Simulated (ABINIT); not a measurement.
# AlRu (Pm-3m) in ABINIT: settings compared

The runs below take AlRu through single point, with PBE, LDA.

Everything below comes from runs of ABINIT 10.8.3 (patched build). Logs are shortened: lines on timing, memory, paths and dates and some standing lists are left out, and cuts for length are marked. The log counts tension as positive stress, the text compression.

### 1 The crystal as given

It takes space group Pm-3m (No. 221, cubic). Conventional cell: a = 2.992 Å, b = 2.992 Å, c = 2.992 Å, α = 90.00°, β = 90.00°, γ = 90.00°. Ru (site symmetry m-3m) is surrounded by 8 Al at 2.59 Å. Around Al (site symmetry m-3m) lie 8 Ru at 2.59 Å.

### 2 Single point, PBE

run.abi reads:

```
# Pseudopotentials
pp_dirpath "./"
pseudos "Ru.GGA_PBE-JTH.xml, Al.GGA_PBE-JTH.xml"

# Structure
acell 3*1.0 Angstrom
rprim
     2.9916000000     0.0000000000     0.0000000000
     0.0000000000     2.9916000000     0.0000000000
     0.0000000000     0.0000000000     2.9916000000
ntypat 2
znucl 44 13
natom 2
typat 1 2
xcart
     1.4958000000     1.4958000000     1.4958000000
     0.0000000000     0.0000000000     0.0000000000 Angstrom

# Plane-wave basis
ecut 18.0
pawecutdg 36.0
pawxcdev 0

# k points
kptopt 1
ngkpt 9 9 9
nshiftk 1
shiftk 0.0 0.0 0.0

# Exchange and correlation
ixc 11

# Bands and occupations
nband 14
occopt 3
tsmear 0.05 eV

# SCF cycle
nstep 100
tolvrs 1.0e-9

# Output
iomode 3
prtwf 0
prtden 0
prteig 0
prtebands 0
```

Potentials or basis: JTH PAW PBE v2.0.

Run with:

```
$ abinit run.abi > log 2>&1
```

run.abo:

```text
.Version 10.8.3 of ABINIT
 Symmetries : space group Pm -3 m (#221); Bravais cP (primitive cubic)
================================================================================
 Values of the parameters that define the memory need of the present run
     intxc =       0    ionmov =       0      iscf =      17    lmnmax =      18
     lnmax =       6     mgfft =      24  mpssoang =       3    mqgrid =    3001
     natom =       2  nloc_mem =       2    nspden =       1   nspinor =       1
    nsppol =       1      nsym =      48    n1xccc =       1    ntypat =       2
    occopt =       3   xclevel =       2
       mpw =         671          nfft =       13824          nkpt =          35
 PAW method is used; the additional fine FFT grid is defined by:
   mgfftf=        32    nfftf =     32768
================================================================================
================================================================================

--------------------------------------------------------------------------------
------------- Echo of variables that govern the present computation ------------
--------------------------------------------------------------------------------
 -outvars: echo values of preprocessed input variables --------
            acell      1.8897261259E+00  1.8897261259E+00  1.8897261259E+00 Bohr
              amu      1.01070000E+02  2.69815390E+01
             ecut      1.80000000E+01 Hartree
              ixc          11
         kptrlatt        9    0    0      0    9    0      0    0    9
          kptrlen      5.08797421E+01
            natom           2
            nband          14
            ngfft          24      24      24
          ngfftdg          32      32      32
             nkpt          35
            nstep         100
             nsym          48
           ntypat           2
           occopt           3
        pawecutdg      3.60000000E+01 Hartree
         pawxcdev           0
           prtden           0
        prtebands           0
           prteig           0
            prtwf           0
            rprim      2.9916000000E+00  0.0000000000E+00  0.0000000000E+00
                       0.0000000000E+00  2.9916000000E+00  0.0000000000E+00
                       0.0000000000E+00  0.0000000000E+00  2.9916000000E+00
          spgroup         221
           tolvrs      1.00000000E-09
           tsmear      1.83746611E-03 Hartree
            typat      1  2
           useylm           1
           xangst      1.4958000000E+00  1.4958000000E+00  1.4958000000E+00
                       0.0000000000E+00  0.0000000000E+00  0.0000000000E+00
            xcart      2.8266523391E+00  2.8266523391E+00  2.8266523391E+00
                       0.0000000000E+00  0.0000000000E+00  0.0000000000E+00
             xred      5.0000000000E-01  5.0000000000E-01  5.0000000000E-01
                       0.0000000000E+00  0.0000000000E+00  0.0000000000E+00
            znucl       44.00000   13.00000

================================================================================

 chkinp: Checking input parameters for consistency.

================================================================================
== DATASET  1 ==================================================================

--- !DatasetInfo
iteration_state: {dtset: 1, }
dimensions: {natom: 2, nkpt: 35, mband: 14, nsppol: 1, nspinor: 1, nspden: 1, mpw: 671, }
cutoff_energies: {ecut:  18.0, pawecutdg:  36.0, }
electrons: {nelect:   1.90000000E+01, charge:   0.00000000E+00, occopt:   3.00000000E+00, tsmear:   1.83746611E-03, }
meta: {optdriver: 0, ionmov: 0, optcell: 0, iscf: 17, paral_kgb: 0, }
...

 Exchange-correlation functional for the present dataset will be:
  GGA: Perdew-Burke-Ernzerhof functional - ixc=11
  J.P.Perdew, K.Burke, M.Ernzerhof, PRL 77, 3865 (1996)

 Real(R)+Recip(G) space primitive vectors, cartesian coordinates (Bohr,Bohr^-1):
 R(1)=  5.6533047  0.0000000  0.0000000  G(1)=  0.1768877  0.0000000  0.0000000
 R(2)=  0.0000000  5.6533047  0.0000000  G(2)=  0.0000000  0.1768877  0.0000000
 R(3)=  0.0000000  0.0000000  5.6533047  G(3)=  0.0000000  0.0000000  0.1768877
 Unit cell volume ucvol=  1.8067879E+02 bohr^3
 Angles (23,13,12)=  9.00000000E+01  9.00000000E+01  9.00000000E+01 degrees

 Coarse grid specifications (used for wave-functions):

 getcut: wavevector=  0.0000  0.0000  0.0000  ngfft=  24  24  24
         ecut(hartree)=     18.000   => boxcut(ratio)=   2.22284

 getcut : COMMENT -
  Note that boxcut > 2.2 ; recall that boxcut=Gcut(box)/Gcut(sphere) = 2
  is sufficient for exact treatment of convolution.
  Such a large boxcut is a waste : you could raise ecut
  e.g. ecut=   22.234505 Hartrees makes boxcut=2

 Fine grid specifications (used for densities):

 getcut: wavevector=  0.0000  0.0000  0.0000  ngfft=  32  32  32
         ecut(hartree)=     36.000   => boxcut(ratio)=   2.09571

--- Pseudopotential description ------------------------------------------------
- pspini: atom type   1  psp file is ./Ru.GGA_PBE-JTH.xml
 Pseudopotential format is: paw10
 basis_size (lnmax)=  6 (lmn_size= 18), orbitals=   0   0   1   1   2   2
 Spheres core radius: rc_sph= 2.21046734
 Shapefunction is SIN type: shapef(r)=[sin(pi*r/rshp)/(pi*r/rshp)]**2
 Radius for shape functions =  2.00219127
 Compensation charge density is not taken into account in XC energy/potential

- pspini: atom type   2  psp file is ./Al.GGA_PBE-JTH.xml
 Pseudopotential format is: paw10
 basis_size (lnmax)=  4 (lmn_size=  8), orbitals=   0   0   1   1
 Spheres core radius: rc_sph= 1.90363307
 Shapefunction is SIN type: shapef(r)=[sin(pi*r/rshp)/(pi*r/rshp)]**2
 Radius for shape functions =  1.60786206
 Compensation charge density is not taken into account in XC energy/potential

   5.41631647E+02                                ecore*ucvol(ha*bohr**3)
--------------------------------------------------------------------------------

================================================================================

--- !BeginCycle
iteration_state: {dtset: 1, }
solver: {iscf: 17, nstep: 100, nline: 4, wfoptalg: 10, }
tolerances: {tolvrs: 1.00E-09, }
...

     iter   Etot(hartree)      deltaE(h)  residm     nres2
 ETOT  1  -97.189064310805    -9.719E+01 1.925E+00 6.852E+00
 ETOT  2  -97.859216932146    -6.702E-01 1.312E-01 3.007E+00
 ETOT  3  -97.846099495820     1.312E-02 5.495E-02 4.118E-01
 ETOT  4  -97.845398421195     7.011E-04 4.527E-03 6.236E-02
 ETOT  5  -97.845078102136     3.203E-04 2.727E-03 2.136E-03
 ETOT  6  -97.845070787137     7.315E-06 2.286E-03 1.581E-04
 ETOT  7  -97.845070641803     1.453E-07 6.212E-04 2.383E-06
 ETOT  8  -97.845070635934     5.869E-09 5.257E-04 2.011E-07
 ETOT  9  -97.845070635738     1.959E-10 5.107E-04 4.062E-10

 At SCF step    9       nres2   =  4.06E-10 < tolvrs=  1.00E-09 =>converged.

 Cartesian components of stress tensor (hartree/bohr^3)
  sigma(1 1)= -8.86590440E-05  sigma(3 2)=  0.00000000E+00
  sigma(2 2)= -8.86590440E-05  sigma(3 1)=  0.00000000E+00
  sigma(3 3)= -8.86590440E-05  sigma(2 1)=  0.00000000E+00

--- !ResultsGS
iteration_state: {dtset: 1, }
comment   : Summary of ground state results
lattice_vectors:
- [  5.6533047,   0.0000000,   0.0000000, ]
- [  0.0000000,   5.6533047,   0.0000000, ]
- [  0.0000000,   0.0000000,   5.6533047, ]
lattice_lengths: [   5.65330,    5.65330,    5.65330, ]
lattice_angles: [ 90.000,  90.000,  90.000, ] # degrees, (23, 13, 12)
lattice_volume:   1.8067879E+02
convergence: {deltae:  1.959E-10, res2:  4.062E-10, residm:  5.107E-04, diffor: null, }
etotal    :  -9.78450706E+01
entropy   :   0.00000000E+00
fermie    :   4.39132955E-01
cartesian_stress_tensor: # hartree/bohr^3
- [ -8.86590440E-05,   0.00000000E+00,   0.00000000E+00, ]
- [  0.00000000E+00,  -8.86590440E-05,   0.00000000E+00, ]
- [  0.00000000E+00,   0.00000000E+00,  -8.86590440E-05, ]
pressure_GPa:   2.6084E+00
xred      :
- [  5.0000E-01,   5.0000E-01,   5.0000E-01, Ru]
- [  0.0000E+00,   0.0000E+00,   0.0000E+00, Al]
cartesian_forces: # hartree/bohr
- [ -0.00000000E+00,  -0.00000000E+00,  -0.00000000E+00, ]
- [ -0.00000000E+00,  -0.00000000E+00,  -0.00000000E+00, ]
force_length_stats: {min:   0.00000000E+00, max:   0.00000000E+00, mean:   0.00000000E+00, }
...

 Integrated electronic density in atomic spheres:
 ------------------------------------------------
 Atom  Sphere_radius  Integrated_density
    1        2.21047         13.81144085
    2        1.90363          0.82349118

================================================================================

 ----iterations are completed or convergence reached----

 Mean square residual over all n,k,spin=   22.272E-07; max=  51.073E-05
 reduced coordinates (array xred) for    2 atoms
       0.500000000000      0.500000000000      0.500000000000
       0.000000000000      0.000000000000      0.000000000000
 rms dE/dt=  0.0000E+00; max dE/dt=  0.0000E+00; dE/dt below (all hartree)
    1       0.000000000000      0.000000000000      0.000000000000
    2       0.000000000000      0.000000000000      0.000000000000

 cartesian coordinates (angstrom) at end:
    1      1.49580000000000     1.49580000000000     1.49580000000000
    2      0.00000000000000     0.00000000000000     0.00000000000000

 cartesian forces (hartree/bohr) at end:
    1     -0.00000000000000    -0.00000000000000    -0.00000000000000
    2     -0.00000000000000    -0.00000000000000    -0.00000000000000
 frms,max,avg= 0.0000000E+00 0.0000000E+00   0.000E+00  0.000E+00  0.000E+00 h/b

 cartesian forces (eV/Angstrom) at end:
    1     -0.00000000000000    -0.00000000000000    -0.00000000000000
    2     -0.00000000000000    -0.00000000000000    -0.00000000000000
 frms,max,avg= 0.0000000E+00 0.0000000E+00   0.000E+00  0.000E+00  0.000E+00 e/A
 length scales=  1.889726125908  1.889726125908  1.889726125908 bohr
              =  1.000000000000  1.000000000000  1.000000000000 angstroms
 Fermi (or HOMO) energy (hartree) =   0.43913   Average Vxc (hartree)=  -0.43894
 Eigenvalues (hartree) for nkpt=  35  k points:
 kpt#   1, nband= 14, wtk=  0.00137, kpt=  0.0000  0.0000  0.0000 (reduced coord)
  -2.19826   -1.09407   -1.09407   -1.09407    0.08618    0.31032    0.31032    0.44769
   0.44769    0.44769    0.66593    0.66593    0.66593    0.84390
      occupation numbers for kpt#   1
   2.00000    2.00000    2.00000    2.00000    2.00000    2.00000    2.00000    0.01881
   0.01881    0.01881    0.00000    0.00000    0.00000    0.00000
 prteigrs : prtvol=0 or 1, do not print more k-points.

--- !EnergyTerms
iteration_state     : {dtset: 1, }
comment             : Components of total free energy in Hartree
kinetic             :  1.26538555281424E+01
hartree             :  2.23273131383337E+01
xc                  : -5.04011411536317E+00
Ewald energy        : -7.33084215654998E+01
psp_core            :  2.99775997217606E+00
local_psp           : -6.46164773125888E+01
PAW spherical_terms :  7.14155730634332E+00
internal            : -9.78445270484564E+01
'-kT*entropy'       : -5.69210660045862E-04
total_energy        : -9.78450962591164E+01
total_energy_eV     : -2.66250070658201E+03
...

--- !EnergyTermsDC
iteration_state     : {dtset: 1, }
comment             : '"Double-counting" decomposition of free energy'
band_energy         : -7.27763142637297E+00
Ewald energy        : -7.33084215654998E+01
psp_core            :  2.99775997217606E+00
xc_dc               : -2.10866110580645E+01
PAW spherical_terms :  8.30402652683577E-01
internal            : -9.78445014250776E+01
'-kT*entropy'       : -5.69210660045862E-04
total_energy_dc     : -9.78450706357377E+01
total_energy_dc_eV  : -2.66250000933435E+03
...

--- !EnergyTermsWithPAWCore
iteration_state     : {dtset: 1, }
comment             : 'Components of total free energy, including PAW core contributions'
Total energy        : -4.77395989570964E+03
Total energy DC     : -4.77395987008626E+03
Total energy (eV)   : -1.29906066644978E+05
Total energy DC (eV): -1.29906065947730E+05
...

 Cartesian components of stress tensor (hartree/bohr^3)
  sigma(1 1)= -8.86590440E-05  sigma(3 2)=  0.00000000E+00
  sigma(2 2)= -8.86590440E-05  sigma(3 1)=  0.00000000E+00
  sigma(3 3)= -8.86590440E-05  sigma(2 1)=  0.00000000E+00

-Cartesian components of stress tensor (GPa)         [Pressure=  2.6084E+00 GPa]
- sigma(1 1)= -2.60843913E+00  sigma(3 2)=  0.00000000E+00
- sigma(2 2)= -2.60843913E+00  sigma(3 1)=  0.00000000E+00
- sigma(3 3)= -2.60843913E+00  sigma(2 1)=  0.00000000E+00

== END DATASET(S) ==============================================================
================================================================================

 -outvars: echo values of variables after computation  --------
            acell      1.8897261259E+00  1.8897261259E+00  1.8897261259E+00 Bohr
           etotal     -9.7845070636E+01
            fcart     -0.0000000000E+00 -0.0000000000E+00 -0.0000000000E+00
                      -0.0000000000E+00 -0.0000000000E+00 -0.0000000000E+00
            rprim      2.9916000000E+00  0.0000000000E+00  0.0000000000E+00
                       0.0000000000E+00  2.9916000000E+00  0.0000000000E+00
                       0.0000000000E+00  0.0000000000E+00  2.9916000000E+00
           strten     -8.8659044038E-05 -8.8659044038E-05 -8.8659044038E-05
                       0.0000000000E+00  0.0000000000E+00  0.0000000000E+00
           xangst      1.4958000000E+00  1.4958000000E+00  1.4958000000E+00
                       0.0000000000E+00  0.0000000000E+00  0.0000000000E+00
             xred      5.0000000000E-01  5.0000000000E-01  5.0000000000E-01
                       0.0000000000E+00  0.0000000000E+00  0.0000000000E+00
 Calculation completed.
```

It took 10 s on 1 thread of Arm Neoverse V1, shared host; peak memory 0.09 GiB.

Results:

```
Free energy                                           : -2662.5000 eV
Pressure                                              : 2.6 GPa
Band gap on the k mesh                                : none (metal or under the smearing width)
Valence electrons inside the program's atomic spheres : Ru 13.81; Al 0.82
```

Levels at points of the mesh, in eV from the Fermi level:
| k point | band 6 | band 7 | band 8 | band 9 | band 10 | band 11 | band 12 | band 13 | band 14 |
| --- | --- | --- | --- | --- | --- | --- | --- | --- | --- |
| (0.00, 0.00, 0.00) | -3.51 | -3.51 | 0.23 | 0.23 | 0.23 | 6.17 | 6.17 | 6.17 | 11.01 |

### 3 Single point, LDA

run.abi: that of step 2 with these lines changed.

```diff
@@ -21,3 +21,2 @@
 pawecutdg 36.0
-pawxcdev 0
 
@@ -30,3 +29,3 @@
 # Exchange and correlation
-ixc 11
+ixc 7
```

Potentials or basis: JTH PAW PBE v2.0.

Run with:

```
$ abinit run.abi > log 2>&1
```

It took 9.2 s on 1 thread of Arm Neoverse V1, shared host; peak memory 0.08 GiB.

Results (log left out):

```
Free energy                                           : -2668.6788 eV
Pressure                                              : -6.7 GPa
Band gap on the k mesh                                : none (metal or under the smearing width)
Valence electrons inside the program's atomic spheres : Ru 13.82; Al 0.83
```

Levels at points of the mesh, in eV from the Fermi level:
```
           k point  band 7  band 8  band 9  band 10  band 11  band 12  band 13  band 14
(0.00, 0.00, 0.00)   -3.52    0.24    0.24     0.24     6.11     6.11     6.11    11.18
```

Caveat: the PAW data sets were made with another functional, which shifts forces and pressure a little.
